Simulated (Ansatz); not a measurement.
Runs of Ansatz 0.2.0 on SrO. The structure is cubic, space group Fm-3m (No. 225). Conventional cell: a = 5.133 Å, b = 5.133 Å, c = 5.133 Å, α = 90.00°, β = 90.00°, γ = 90.00°. Sr (site symmetry m-3m) has 6 O at 2.57 Å as nearest neighbours. O (site symmetry m-3m) is surrounded by 6 Sr at 2.57 Å. 

| task | level | spin | cell | k mesh | points for each segment of the path | mesh quality | gap on the mesh (eV) | pressure (GPa) | relaxed volume (Å³/atom) |
| --- | --- | --- | --- | --- | --- | --- | --- | --- | --- |
| relaxation of cell and atoms | PBEsol | off | relaxed | 9 × 9 × 9 | - | not flagged | 3.25 | 0.0 | 16.81 |
| band structure | LDA | off | as given | 9 × 9 × 9 | 14 | not flagged | 3.21 | -3.8 | - |
| relaxation of cell and atoms | LDA | off | relaxed | 9 × 9 × 9 | - | not flagged | 3.18 | 0.0 | (a) |
| band structure | LDA | SOC, no magnetisation | as given | 7 × 7 × 7 | 14 | not flagged | (b) | -3.8 | - |
| band structure | HSE06 | off | as given | 5 × 5 × 5 | 4 | coarse | 4.99 | (c) | - |
| band structure | PBEsol | off | as given | 9 × 9 × 9 | 14 | not flagged | 3.26 | -0.6 | - |
| relaxation of cell and atoms | HSE06 | off | relaxed | 5 × 5 × 5 | - | coarse | 4.99 | 0.0 | 17.11 |

Alike in all rows: potentials or basis Ansatz PAW; cutoff (eV) 420; smearing fermi-dirac 0.05 eV.

Task: Estimate the missing entries.

Result: (a) 16.24; (b) 3.23; (c) 1.2.

Caveats: some runs use coarse meshes; the PAW data sets come from PBE, with cores solved anew for the run's functional, which leaves a small shift of forces and pressure; the k mesh misses the band edges, so the gap on the mesh is wider than the one along the path (some runs); odd divisions of the mesh miss points on the zone boundary, where band edges often lie, so the gap on the mesh can be too wide (some runs); the plane-wave basis is chosen anew once the cell has moved, so the energies of steps on either side of that aren't comparable (some runs); the thresholds are loose for stress (some runs).

A k mesh can miss the band edges, and rows without SOC leave out spin-orbit coupling on Sr.

Runs at the PBE level aren't shown here.
